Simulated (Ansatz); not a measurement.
The system is Si.

```
CELL_PARAMETERS angstrom
0.00000 2.72185 2.72185
2.72185 0.00000 2.72185
2.72185 2.72185 0.00000
ATOMIC_POSITIONS crystal
Si 0.50000 0.50000 0.50000
Si 0.75000 0.75000 0.75000
```

```yaml
Program: Ansatz 0.2.0
Task: relaxation of cell and atoms
Functional: BLYP
Potentials_or_basis: all-electron LAPW, scalar-relativistic
Basis_error_allowed: 0.001 eV/atom
k_mesh: 8 × 8 × 8
Occupations: fermi-dirac, width 0.05 eV
Spin: no spin polarisation
```

At the start: volume 20.16 Å³/atom.

Q: How do energy, volume and symmetry change on relaxing?

A: Over 5 steps the energy falls by 12.6 meV/atom and the volume is 21.16 Å³/atom (+5.0 %); space group Fd-3m (No. 227, to 0.05 Å).

Step by step:
| step | energy change (eV) | largest force (eV/Å) | volume (Å³) |
| --- | --- | --- | --- |
| 1 | 0.0000 | 0.0000 | 40.33 |
| 2 | -0.0232 | 0.0000 | 41.75 |
| 3 | -0.0252 | 0.0000 | 42.28 |
| 4 | -0.0252 | 0.0000 | 42.33 |
| 5 | -0.0252 | 0.0000 | 42.33 |

Final structure:
```
CELL_PARAMETERS angstrom
0.00000 2.76607 2.76607
2.76607 0.00000 2.76607
2.76607 2.76607 0.00000
ATOMIC_POSITIONS crystal
Si 0.50000 0.50000 0.50000
Si 0.75000 0.75000 0.75000
```
